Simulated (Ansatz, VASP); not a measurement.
# Two plane-wave programs on Mg

```xyz
2
Lattice="0.0000 2.9469 2.9469 2.9469 0.0000 2.9469 2.9469 2.9469 0.0000" Properties=species:S:1:pos:R:3 pbc="T T T"
Mg    2.9469    2.9469    2.9469
Mg    4.4203    4.4203    4.4203
```

Alike in both runs: task relaxation of cell and atoms; functional PBEsol; k mesh 6 × 6 × 6; occupations gaussian, width 0.1 eV; no spin polarisation.

|  | VASP | Ansatz |
| --- | --- | --- |
| version | VASP 6.6.1 | Ansatz 0.2.0 |
| potentials or method | VASP PAW PBE potentials, release 64 (Mg) | scalar-relativistic, plane waves, PAW |
| plane-wave cutoff (eV) | 600 | 420 |
| valence electrons in the cell | 4 | 20 |

VASP gave:

* gap on the k mesh at the Fermi level, each at its own relaxed structure (eV): none
* relaxed volume (Å³/atom): 39.81
* relaxed cell length with the largest relative difference (Å): 4.829
* energy change over the relaxation (meV/atom): -352

Task: Estimate Ansatz's values.

Result: gap on the k mesh at the Fermi level, each at its own relaxed structure (eV): none; relaxed volume (Å³/atom): 38.59; relaxed cell length with the largest relative difference (Å): 4.779; energy change over the relaxation (meV/atom): -347.

A gap of «none» marks a metal or a gap that the smearing closes. The two sets of potentials don't hold the same shells in valence.

Caveats: the volume moved by over 15 % at a fixed basis, so the end points are rough (VASP); the PAW data sets were made with another functional, which shifts forces and pressure a little (VASP).
